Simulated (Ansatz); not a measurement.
## Zone-centre phonons of BN at 12 GPa: input and output

Theory: DFT PBEsol, scalar-relativistic, plane waves, PAW in Ansatz 0.2.0.

Launched with:
```bash
ansatz run input.yaml --threads 1 --pin off --max-ram 3072MiB --backend cpu --events-out ev --progress --plain --runs-dir out
```

Input (bare energies are in eV):
```yaml
crystal:
  lattice:
    - [0.0, 1.7852147961, 1.7852147961]
    - [1.7852147961, 0.0, 1.7852147961]
    - [1.7852147961, 1.7852147961, 0.0]
  atoms:
    - { symbol: B, position: [0.0, 0.0, 0.0] }
    - { symbol: "N", position: [0.75, 0.75, 0.75] }
basis:
  ecutwfc: 420
kpoints:
  mp_grid: { grid: [12, 12, 12] }
hamiltonian:
  xc: pbesol
scf:
  occupations: { method: fixed }
output:
  eigenvalues: true
phonons:
  method: dfpt
  dielectric: true
  rigid_motions: translations
  eigenvectors: true
```

Results section of the output:
```
--- Phonons (Γ-DFPT): 2 representative perturbations + reference, on 280 of 1728 k-points (Σ response iterations 6) ---
  k mesh reduced under 4 symmetry operations, with k and −k counted as one. Each operation leaves every solved perturbation unchanged. A smaller set is not considered because the run solves the response ...
  ASR residual: 1.727e-4 → 0.000e0 eV/Å²; symmetrization residual: 4.030e-7 eV/Å²
  ASR residual per site (eV/Å²): 5.00e-5 1.73e-4
  Γ frequencies (cm⁻¹): 0.00 0.00 0.00 1085.19 1085.19 1085.19
  ε∞ (high-frequency dielectric tensor):
        4.603495     0.000000    -0.000000
       -0.000000     4.603495    -0.000000
        0.000000     0.000000     4.603495
  ε⁰ (static dielectric tensor: ions relaxed, cell fixed):
        6.748843     0.000000     0.000000
       -0.000000     6.748843    -0.000000
        0.000000    -0.000000     6.748843
  ε⁰ − ε∞ (ionic part):
        2.145348     0.000000     0.000000
        0.000000     2.145348    -0.000000
        0.000000    -0.000000     2.145348
  softest optical mode at Γ: 1085.19 cm⁻¹; the repairs (sum rule, projections) moved no ω² at Γ by more than (1.85 cm⁻¹)²
  Born effective charges Z* (e; rows j = field, columns β = displacement):
    site 0:
         1.88801   -0.00000    0.00000
         0.00000    1.88801    0.00000
         0.00000   -0.00000    1.88801
    site 1:
        -1.88801    0.00000   -0.00000
        -0.00000   -1.88801   -0.00000
        -0.00000    0.00000   -1.88801
  Z* charge neutrality: 2.541e-6 e pre-enforcement
  k-mesh period / interband length: 30.3 Å / 1.30 Å = 23.33 at k = (0.0000, -0.5000, -0.5000), direct gap 9.455 eV — 14 or more, which is no proof of convergence
  optical modes at Γ without the LO–TO term, one row a degenerate level:
      ω (cm⁻¹) modes IR ((D/Å)²/amu)
       1085.19      3            40.4363
  optical modes at Γ + LO–TO along q̂ = [1.0000, 0.0000, 0.0000]:
      ω (cm⁻¹) modes IR ((D/Å)²/amu)
       1085.19      2            26.9576
       1313.94      1            13.4788
  optical modes at Γ + LO–TO along q̂ = [0.0000, 1.0000, 0.0000]:
      ω (cm⁻¹) modes IR ((D/Å)²/amu)
       1085.19      2            26.9576
       1313.94      1            13.4788
  optical modes at Γ + LO–TO along q̂ = [0.0000, 0.0000, 1.0000]:
      ω (cm⁻¹) modes IR ((D/Å)²/amu)
       1085.19      2            26.9576
       1313.94      1            13.4788
```

It took 24 s on 1 thread of Intel(R) Xeon(R) Processor @ 2.50GHz (Skylake/Cascade Lake), with other jobs on the host, peak memory 0.4 GiB.